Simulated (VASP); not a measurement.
# BaTe: the band gap, functional by functional, part 2 of 3

How does the band gap of BaTe depend on the functional? The starting structure is a measured crystal structure from the Crystallography Open Database. Cell and atoms stay as given. Meshes and data sets differ where the inputs say so.

VASP 6.6.1.

Results so far: LDA 1.377 eV; PBE 1.505 eV; r2SCAN 1.860 eV.

The database entry behind the starting cell differs from later determinations by our own check (about 0.2 % short), so it need not match the best structure at ambient conditions.

## 5. Bands with TB-mBJ

Level of this step: TB-mBJ; plane waves and PAW (Ba_sv, Te) (VASP).

TB-mBJ is a local potential fitted to gaps: it costs far less than a hybrid but gives no energy. Its energies, forces and stress mean nothing.

INCAR reads:

```
SYSTEM = BaTe
PREC = Accurate
ENCUT = 350
EDIFF = 1E-06
NELM = 150
ISMEAR = 0
SIGMA = 0.03
LREAL = .FALSE.
ALGO = Normal
METAGGA = MBJ
LASPH = .TRUE.
NBANDS = 20
LORBIT = 11
LWAVE = .FALSE.
LCHARG = .FALSE.
KPAR = 4
```

POSCAR reads:

```
BaTe
1.0
    0.0000000000      3.4930000000      3.4930000000
    3.4930000000      0.0000000000      3.4930000000
    3.4930000000      3.4930000000      0.0000000000
Ba Te
1 1
Direct
    0.0000000000      0.0000000000      0.0000000000
    0.5000000000      0.5000000000      0.5000000000
```

KPOINTS reads:

```
Automatic mesh
0
Gamma
6 6 6
0 0 0
```

KPOINTS_OPT reads:

```
Line mode
10
Line-mode
Reciprocal
  0.00000000   0.00000000   0.00000000 GAMMA
  0.50000000   0.00000000   0.50000000 X

  0.50000000   0.00000000   0.50000000 X
  0.50000000   0.25000000   0.75000000 W

  0.50000000   0.25000000   0.75000000 W
  0.37500000   0.37500000   0.75000000 K

  0.37500000   0.37500000   0.75000000 K
  0.00000000   0.00000000   0.00000000 GAMMA

  0.00000000   0.00000000   0.00000000 GAMMA
  0.50000000   0.50000000   0.50000000 L

  0.50000000   0.50000000   0.50000000 L
  0.62500000   0.25000000   0.62500000 U

  0.62500000   0.25000000   0.62500000 U
  0.50000000   0.25000000   0.75000000 W

  0.50000000   0.25000000   0.75000000 W
  0.50000000   0.50000000   0.50000000 L

  0.50000000   0.50000000   0.50000000 L
  0.37500000   0.37500000   0.75000000 K

  0.62500000   0.25000000   0.62500000 U
  0.50000000   0.00000000   0.50000000 X
```

The projector-augmented-wave data sets are Ba_sv and Te (PBE family, release 64).

On the command line:

```bash
$ mpirun -np 4 vasp_std
```

The program printed:

```text
[banner, memory and clock lines left out]
running    4 mpi-ranks, on    1 nodes
[...]
[... a notice as in an earlier step ...]

 LDA part: xc-table for (None), standard interpolation
 POSCAR, INCAR and KPOINTS ok, starting setup
[...]
entering main loop
       N       E                     dE             d eps       ncg     rms          rms(c)
DAV:   1     0.783313567421E+03    0.78331E+03   -0.47872E+03   640   0.485E+02
DAV:   2     0.715731054525E+03   -0.67583E+02   -0.62866E+02   860   0.117E+02
DAV:   3     0.712484615704E+03   -0.32464E+01   -0.32163E+01   832   0.244E+01
DAV:   4     0.712434874541E+03   -0.49741E-01   -0.49711E-01   824   0.315E+00
[...]
DAV:   8     0.712868445510E+03    0.35744E+00   -0.22449E-01   696   0.240E+00    0.232E+00
DAV:   9     0.713696374861E+03    0.82793E+00   -0.37151E-01   652   0.324E+00    0.241E+00
DAV:  10     0.714061001103E+03    0.36463E+00   -0.23989E-01   696   0.282E+00    0.214E+00
[... 130 further cycles ...]
[...]
|                                                                             |

   1 F= 0.71338019E+03 E0= 0.71338019E+03  d E =-.191493E-33
 Start KPOINTS_OPT (optional k-point list driver)
k-point batch [1-16\100]
       N       E                     dE             ncg
DAV:   1    -0.754624733195E+03   -0.51998E+04      640
DAV:   2    -0.182732133838E+04   -0.10727E+04      820
DAV:   3    -0.188461429638E+04   -0.57293E+02      788
DAV:   4    -0.188585446747E+04   -0.12402E+01      820
DAV:   5    -0.188588903913E+04   -0.34572E-01      760
DAV:   6    -0.188589015472E+04   -0.11156E-02      864
DAV:   7    -0.188589019282E+04   -0.38094E-04      776
DAV:   8    -0.188589019417E+04   -0.13527E-05      732
DAV:   9    -0.188589019421E+04   -0.40141E-07      464
[...]
k-point batch [97-100\100]
       N       E                     dE             ncg
DAV:   1     0.454578708500E+04   -0.17050E+04      160
DAV:   2     0.427912771434E+04   -0.26666E+03      216
DAV:   3     0.426554894977E+04   -0.13579E+02      188
DAV:   4     0.426534278881E+04   -0.20616E+00      208
DAV:   5     0.426533664690E+04   -0.61419E-02      192
DAV:   6     0.426533649897E+04   -0.14793E-03      208
DAV:   7     0.426533649434E+04   -0.46219E-05      192
DAV:   8     0.426533649419E+04   -0.15014E-06      172
```

It took 3.2 min on 4 MPI ranks of AMD EPYC 7R43, shared host; peak memory 0.6 GiB.

OUTCAR, selected parts (step 5):

```text
  Total       23.0829766     23.0829766     23.0829766     -0.0000000      0.0000000      0.0000000
  in kB      433.8870032    433.8870032    433.8870032     -0.0000000      0.0000000      0.0000000
  external PRESSURE =     433.8870032 kB  Pullay stress =       0.0000000 kB

 POSITION                                       TOTAL-FORCE (eV/Angst)
 -----------------------------------------------------------------------------------
      0.00000      0.00000      0.00000         0.000000      0.000000     -0.000000
      3.49300      3.49300      3.49300        -0.000000      0.000000      0.000000
 -----------------------------------------------------------------------------------
    total drift:                               -0.000000      0.000000      0.000000

  FREE ENERGIE OF THE ION-ELECTRON SYSTEM (eV)
  ---------------------------------------------------
  free  energy   TOTEN  =       713.3801949738 eV

  energy  without entropy=      713.3801949738  energy(sigma->0) =      713.38019497

[... 2 parts as in an earlier step ...]

[... 1 further part left out ...]
[key lines of the parts left out:]
E-fermi :   2.2367
```

The log as kept lacks single lines of electronic cycles.

The electronic loop didn't reach EDIFF within its 150 cycles (NELM).

## 6. Bands with LDA + spin-orbit coupling

Spin-orbit coupling is switched on in this step.

INCAR reads:

```
SYSTEM = BaTe
PREC = Accurate
ENCUT = 350
EDIFF = 1E-06
NELM = 100
ISMEAR = 0
SIGMA = 0.03
LREAL = .FALSE.
ALGO = Normal
GGA = CA
LNONCOLLINEAR = .TRUE.
MAGMOM = 0 0 0 0 0 0
NBANDS = 28
GGA_COMPAT = .FALSE.
LASPH = .TRUE.
LSORBIT = .TRUE.
LORBIT = 11
LWAVE = .FALSE.
LCHARG = .FALSE.
KPAR = 4
```

POSCAR is that of step 5.

KPOINTS is that of step 5.

KPOINTS_OPT is that of step 5.

Potentials, in the order of the species: Ba_sv and Te (LDA family, release 64).

On the command line:

```bash
$ mpirun -np 4 vasp_ncl
```

The program printed:

```text
[... set-up lines as in an earlier step ...]
 entering main loop
       N       E                     dE             d eps       ncg     rms          rms(c)
DAV:   1     0.750006495348E+02    0.75001E+02   -0.49455E+03   896   0.697E+02
DAV:   2    -0.468722288474E+01   -0.79688E+02   -0.75460E+02  1156   0.158E+02
DAV:   3    -0.986915591847E+01   -0.51819E+01   -0.51489E+01  1228   0.413E+01
DAV:   4    -0.100683759298E+02   -0.19922E+00   -0.19891E+00  1336   0.713E+00
[...]
DAV:  11    -0.990340941801E+01   -0.28971E-04   -0.15935E-05  1012   0.214E-02    0.165E-02
DAV:  12    -0.990341307610E+01   -0.36581E-05   -0.19538E-06   880   0.796E-03    0.694E-03
DAV:  13    -0.990341317256E+01   -0.96460E-07   -0.14589E-07   524   0.244E-03
   1 F= -.99034132E+01 E0= -.99034132E+01  d E =-.367849E-17  mag=     0.0000    -0.0000     0.0000
 Start KPOINTS_OPT (optional k-point list driver)
k-point batch [1-16\100]
       N       E                     dE             ncg
DAV:   1    -0.456051447193E+03   -0.43393E+04      896
DAV:   2    -0.176157911293E+04   -0.13055E+04     1216
DAV:   3    -0.185043344921E+04   -0.88854E+02     1160
DAV:   4    -0.185332504034E+04   -0.28916E+01     1304
DAV:   5    -0.185334959280E+04   -0.24552E-01     1064
DAV:   6    -0.185335036007E+04   -0.76727E-03     1296
DAV:   7    -0.185335036310E+04   -0.30327E-05      976
DAV:   8    -0.185335036318E+04   -0.80600E-07      792
[...]
k-point batch [97-100\100]
       N       E                     dE             ncg
DAV:   1     0.421163989807E+04   -0.16628E+04      224
DAV:   2     0.391331898352E+04   -0.29832E+03      320
DAV:   3     0.389448313868E+04   -0.18836E+02      288
DAV:   4     0.389405196826E+04   -0.43117E+00      328
DAV:   5     0.389404789022E+04   -0.40780E-02      284
DAV:   6     0.389404773613E+04   -0.15409E-03      320
DAV:   7     0.389404773575E+04   -0.38080E-06      264
```

The job ended after 98 s (4 MPI ranks; peak memory 0.9 GiB; 6.5 min of CPU time).

OUTCAR, selected parts (step 6):

```text
  Total       -0.6666576     -0.6666576     -0.6666576      0.0000000      0.0000000      0.0000000
  in kB      -12.5310557    -12.5310557    -12.5310557      0.0000000      0.0000000      0.0000000
  external PRESSURE =     -12.5310557 kB  Pullay stress =       0.0000000 kB

 POSITION                                       TOTAL-FORCE (eV/Angst)
 -----------------------------------------------------------------------------------
      0.00000      0.00000      0.00000        -0.000000      0.000000     -0.000000
      3.49300      3.49300      3.49300         0.000000     -0.000000      0.000000
 -----------------------------------------------------------------------------------
    total drift:                                0.000000      0.000000      0.000000

  FREE ENERGIE OF THE ION-ELECTRON SYSTEM (eV)
  ---------------------------------------------------
  free  energy   TOTEN  =        -9.9034131726 eV

  energy  without entropy=       -9.9034131726  energy(sigma->0) =       -9.90341317

 magnetization (x)
# of ion       s       p       d       tot
------------------------------------------
    1        0.000   0.000   0.000   0.000
    2       -0.000   0.000   0.000  -0.000
--------------------------------------------------
tot         -0.000   0.000   0.000  -0.000

 magnetization (y)
# of ion       s       p       d       tot
------------------------------------------
    1        0.000   0.000   0.000   0.000
    2       -0.000   0.000   0.000  -0.000
--------------------------------------------------
tot         -0.000   0.000   0.000  -0.000

 magnetization (z)
# of ion       s       p       d       tot
------------------------------------------
    1        0.000   0.000  -0.000  -0.000
    2        0.000   0.000  -0.000   0.000
--------------------------------------------------
tot          0.000   0.000  -0.000   0.000

[... 1 part as in an earlier step ...]

[... 2 further parts left out ...]
[key lines of the parts left out:]
E-fermi :   2.5728
```

LDA + spin-orbit coupling gives a least gap of 1.094 eV, and a least direct gap of 1.473 eV. The least gap is -0.284 eV from that of LDA.

## 7. Bands with r2SCAN + spin-orbit coupling

Edit INCAR of step 6 so:

```diff
@@ -9,3 +9,4 @@
 ALGO = Normal
-GGA = CA
+METAGGA = R2SCAN
+LASPH = .TRUE.
 LNONCOLLINEAR = .TRUE.
@@ -14,3 +15,2 @@
 GGA_COMPAT = .FALSE.
-LASPH = .TRUE.
 LSORBIT = .TRUE.
```

POSCAR is that of step 6.

KPOINTS is that of step 6.

KPOINTS_OPT is that of step 6.

The projector-augmented-wave data sets are Ba_sv and Te (PBE family, release 64).

On the command line:

```bash
$ mpirun -np 4 vasp_ncl
```

The program printed:

```text
[... set-up lines as in an earlier step ...]
 entering main loop
       N       E                     dE             d eps       ncg     rms          rms(c)
DAV:   1     0.286249315935E+02    0.28625E+02   -0.50777E+03   896   0.717E+02
DAV:   2    -0.541730090389E+02   -0.82798E+02   -0.78324E+02  1184   0.163E+02
DAV:   3    -0.594985971486E+02   -0.53256E+01   -0.52863E+01  1236   0.425E+01
DAV:   4    -0.596891156650E+02   -0.19052E+00   -0.19021E+00  1312   0.712E+00
[...]
DAV:  11    -0.562831698753E+02    0.46960E-05   -0.72988E-05  1084   0.617E-02    0.436E-02
DAV:  12    -0.562832094271E+02   -0.39552E-04   -0.49296E-05   924   0.591E-02    0.824E-03
DAV:  13    -0.562832097425E+02   -0.31537E-06   -0.71667E-07   920   0.638E-03
   1 F= -.56283210E+02 E0= -.56283210E+02  d E =-.242291E-15  mag=    -0.0000    -0.0000    -0.0000
 Start KPOINTS_OPT (optional k-point list driver)
k-point batch [1-16\100]
       N       E                     dE             ncg
DAV:   1    -0.442187496926E+03   -0.43254E+04      896
DAV:   2    -0.183695862818E+04   -0.13948E+04     1200
DAV:   3    -0.192799374934E+04   -0.91035E+02     1160
DAV:   4    -0.193064075820E+04   -0.26470E+01     1316
DAV:   5    -0.193066588782E+04   -0.25130E-01     1068
DAV:   6    -0.193066673288E+04   -0.84506E-03     1252
DAV:   7    -0.193066674842E+04   -0.15538E-04     1004
DAV:   8    -0.193066674912E+04   -0.70451E-06      816
[...]
k-point batch [97-100\100]
       N       E                     dE             ncg
DAV:   1     0.421332558060E+04   -0.16611E+04      224
DAV:   2     0.389408362719E+04   -0.31924E+03      320
DAV:   3     0.387490838832E+04   -0.19175E+02      288
DAV:   4     0.387452493192E+04   -0.38346E+00      340
DAV:   5     0.387452167361E+04   -0.32583E-02      276
DAV:   6     0.387452156216E+04   -0.11145E-03      324
DAV:   7     0.387452156008E+04   -0.20833E-05      252
DAV:   8     0.387452155998E+04   -0.10242E-06      220
```

Run time: 6.9 min. Hardware: 4 MPI ranks; peak memory 1.2 GiB; 27 min of CPU time.

Parts of OUTCAR (step 7):

```text
  Total        0.7677740      0.7677740      0.7677740     -0.0000000      0.0000000      0.0000000
  in kB       14.4317243     14.4317243     14.4317243     -0.0000000      0.0000000      0.0000000
  external PRESSURE =      14.4317243 kB  Pullay stress =       0.0000000 kB

 POSITION                                       TOTAL-FORCE (eV/Angst)
 -----------------------------------------------------------------------------------
      0.00000      0.00000      0.00000        -0.000000      0.000000     -0.000000
      3.49300      3.49300      3.49300         0.000000      0.000000      0.000000
 -----------------------------------------------------------------------------------
    total drift:                                0.000000      0.000000      0.000000

  FREE ENERGIE OF THE ION-ELECTRON SYSTEM (eV)
  ---------------------------------------------------
  free  energy   TOTEN  =       -56.2832097425 eV

  energy  without entropy=      -56.2832097425  energy(sigma->0) =      -56.28320974

 magnetization (x)
# of ion       s       p       d       tot
------------------------------------------
    1       -0.000   0.000   0.000  -0.000
    2        0.000   0.000  -0.000   0.000
--------------------------------------------------
tot         -0.000   0.000  -0.000  -0.000

 magnetization (y)
# of ion       s       p       d       tot
------------------------------------------
    1        0.000   0.000  -0.000   0.000
    2       -0.000   0.000  -0.000  -0.000
--------------------------------------------------
tot          0.000   0.000  -0.000   0.000

 magnetization (z)
# of ion       s       p       d       tot
------------------------------------------
    1       -0.000   0.000  -0.000  -0.000
    2       -0.000   0.000   0.000  -0.000
--------------------------------------------------
tot         -0.000   0.000  -0.000  -0.000

[... 2 parts as in an earlier step ...]

[... 1 further part left out ...]
[key lines of the parts left out:]
E-fermi :   2.5285
```

r2SCAN + spin-orbit coupling gives a least gap of 1.588 eV, and a least direct gap of 1.971 eV. The least gap is -0.272 eV from that of r2SCAN.

## 8. Bands with TB-mBJ + spin-orbit coupling

Edit INCAR of step 7 so:

```diff
@@ -4,3 +4,3 @@
 EDIFF = 1E-06
-NELM = 100
+NELM = 150
 ISMEAR = 0
@@ -9,3 +9,3 @@
 ALGO = Normal
-METAGGA = R2SCAN
+METAGGA = MBJ
 LASPH = .TRUE.
```

POSCAR is that of step 7.

KPOINTS is that of step 7.

KPOINTS_OPT is that of step 7.

On the command line:

```bash
$ mpirun -np 4 vasp_ncl
```

The program printed:

```text
[... set-up lines as in an earlier step ...]
 entering main loop
       N       E                     dE             d eps       ncg     rms          rms(c)
DAV:   1     0.800096348164E+03    0.80010E+03   -0.50109E+03   896   0.697E+02
DAV:   2     0.717695600516E+03   -0.82401E+02   -0.78631E+02  1204   0.164E+02
DAV:   3     0.712364826879E+03   -0.53308E+01   -0.52803E+01  1184   0.419E+01
DAV:   4     0.712146345600E+03   -0.21848E+00   -0.21786E+00  1296   0.724E+00
[...]
DAV:   8     0.712588943734E+03    0.30382E+00   -0.36425E-01   988   0.367E+00    0.262E+00
DAV:   9     0.713252507361E+03    0.66356E+00   -0.30970E-01  1008   0.406E+00    0.246E+00
DAV:  10     0.713505543782E+03    0.25304E+00   -0.11730E-01   928   0.263E+00    0.264E+00
[... 130 further cycles ...]
DAV: 141     0.714852943957E+03    0.39251E+01   -0.12133E+01   912   0.296E+01    0.164E+01
DAV: 142     0.710803565681E+03   -0.40494E+01   -0.25286E+01   908   0.512E+01    0.154E+01
DAV: 143     0.715467155866E+03    0.46636E+01   -0.25700E+01   912   0.470E+01    0.169E+01
[...]
1 F= 0.70765748E+03 E0= 0.70765748E+03  d E =-.654264E-21  mag=     0.0000    -0.0000    -0.0000
 Start KPOINTS_OPT (optional k-point list driver)
k-point batch [1-16\100]
       N       E                     dE             ncg
DAV:   1     0.181172564092E+04   -0.20715E+04     1004
DAV:   2    -0.243028375132E+04   -0.42420E+04     1636
DAV:   3    -0.323846984012E+04   -0.80819E+03     1184
DAV:   4    -0.326125824927E+04   -0.22788E+02     1372
DAV:   5    -0.326150702755E+04   -0.24878E+00     1192
DAV:   6    -0.326152453789E+04   -0.17510E-01     1412
DAV:   7    -0.326152473768E+04   -0.19979E-03     1204
DAV:   8    -0.326152474896E+04   -0.11272E-04     1160
DAV:   9    -0.326152474911E+04   -0.15868E-06      932
[...]
k-point batch [97-100\100]
       N       E                     dE             ncg
DAV:   1     0.482030974233E+04   -0.10541E+04      248
DAV:   2     0.379049147133E+04   -0.10298E+04      400
DAV:   3     0.355122699571E+04   -0.23926E+03      328
DAV:   4     0.354613087555E+04   -0.50961E+01      296
DAV:   5     0.354598795918E+04   -0.14292E+00      320
DAV:   6     0.354597786517E+04   -0.10094E-01      336
DAV:   7     0.354597776411E+04   -0.10106E-03      328
DAV:   8     0.354597775820E+04   -0.59040E-05      276
DAV:   9     0.354597775812E+04   -0.86017E-07      248
```

Elapsed: 12 min, on 4 MPI ranks; peak memory 1.3 GiB.

From OUTCAR (step 8):

```text
  Total      214.3678652    214.3678652    214.3678652     -0.0000000      0.0000000     -0.0000000
  in kB     4029.4383250   4029.4383250   4029.4383250     -0.0000000      0.0000000     -0.0000000
  external PRESSURE =    4029.4383250 kB  Pullay stress =       0.0000000 kB

 POSITION                                       TOTAL-FORCE (eV/Angst)
 -----------------------------------------------------------------------------------
      0.00000      0.00000      0.00000         0.000000      0.000000     -0.000000
      3.49300      3.49300      3.49300         0.000000     -0.000000      0.000000
 -----------------------------------------------------------------------------------
    total drift:                                0.000000      0.000000      0.000000

  FREE ENERGIE OF THE ION-ELECTRON SYSTEM (eV)
  ---------------------------------------------------
  free  energy   TOTEN  =       707.6574784184 eV

  energy  without entropy=      707.6574784184  energy(sigma->0) =      707.65747842

 magnetization (x)
# of ion       s       p       d       tot
------------------------------------------
    1       -0.000   0.000   0.000  -0.000
    2        0.000  -0.000   0.000  -0.000
--------------------------------------------------
tot         -0.000   0.000   0.000  -0.000

 magnetization (y)
# of ion       s       p       d       tot
------------------------------------------
    1       -0.000  -0.000   0.000  -0.000
    2       -0.000  -0.000  -0.000  -0.000
--------------------------------------------------
tot         -0.000  -0.000  -0.000  -0.000

 magnetization (z)
# of ion       s       p       d       tot
------------------------------------------
    1       -0.000   0.000   0.000  -0.000
    2        0.000  -0.000  -0.000   0.000
--------------------------------------------------
tot         -0.000   0.000   0.000  -0.000

[... 2 parts as in an earlier step ...]

[... 1 further part left out ...]
[key lines of the parts left out:]
E-fermi :  11.1504
```

The log as kept lacks single lines of electronic cycles.

The electronic loop didn't reach EDIFF within its 150 cycles (NELM).

(Part 2 of 3 ends here.)

[Lines on the potential files, build, host, timing and source positions are cut from VASP's logs without a mark.]

[Logs are printed without paths, hosts, clocks, repeated set-up lines and the standing remarks that a program may print on its own settings, such as how far it seeks lower states.]

[Hosts, paths, dates, database ids (printed as entryN), source tags and the programs' standing remarks are cut or masked in the printed files.]
